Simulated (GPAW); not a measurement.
The system is SnTe.

```
Te Sn
1.0
     0.00000    3.61115    3.61115
     3.61115    0.00000    3.61115
     3.61115    3.61115    0.00000
Te Sn
1 1
Direct
  0.25000 0.25000 0.25000
  0.00000 0.00000 0.00000
```

Measurements of this composition are mostly on another form, of space group No. 225.

Base run:

```yaml
Program: GPAW 26.7.0
Functional: LDA
Potentials_or_basis: the program's PAW data sets (release 1.2.1) made for this functional
Cutoff: 600 eV
Basis: pw
k_mesh: 7 × 7 × 7
Occupations: fermi-dirac, width 0.05 eV
Spin: no spin polarisation
```

Its results: pressure -2.3 GPa.

Problem. The run is repeated on the same cell with these changes: functional from LDA to PBEsol; potentials or basis from the program's PAW data sets (release 1.2.1) made for this functional to PAW data sets generated in the run's folder for this functional. What comes out?

Solution. Pressure -1.5 GPa.

Not every run made on this cell is shown here.
